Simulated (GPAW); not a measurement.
Runs of GPAW 26.7.0 on CuO. Symmetry: P4_2/mmc, No. 131, tetragonal system. The conventional cell has a = 3.422 Å, b = 3.422 Å, c = 4.260 Å, α = 90.00°, β = 90.00°, γ = 90.00°. Cu (site symmetry mmm) is surrounded by 4 O at 2.02 Å. O (site symmetry -4m2) is surrounded by 4 Cu at 2.02 Å and 2 O at 2.13 Å. Measurements of this composition are mostly on another form, of space group No. 15.

```csv
potentials or basis,cutoff (eV),data set,gap on the mesh (eV),pressure (GPa)
"GPAW PAW data sets (gpaw-data 1.2.1), pw",800,-,none,-1.6
"SG15 ONCV 1.2, pw",1100,-,none,(a)
"PAW data sets generated in the run's folder for this functional, pw",800,-,none,-1.6
"JTH PAW 2.0, PBE, pw",800,"Cu jth, O jth",none,-3.3
```

Alike in all rows: task single point; level PBE; no spin polarisation; cell as given; k mesh 8 × 8 × 6; smearing fermi-dirac 0.05 eV.

**Question.** Estimate the missing entries.

**Answer.** (a) -2.6.

Caveats: the run has no spin polarisation, though such a crystal can be magnetic; semilocal functionals often make such compounds metallic where correlation or magnetic order opens a gap, which also shifts bond lengths; with this Cu data set, volumes or pressures lay over 1.5 % or 2 GPa off other programs in two to four cells of ten (some runs); the program truncates these outside data sets (some runs).

A gap of «none» marks a metal or a gap under the smearing width.

The runs don't all hold the same shells in valence.
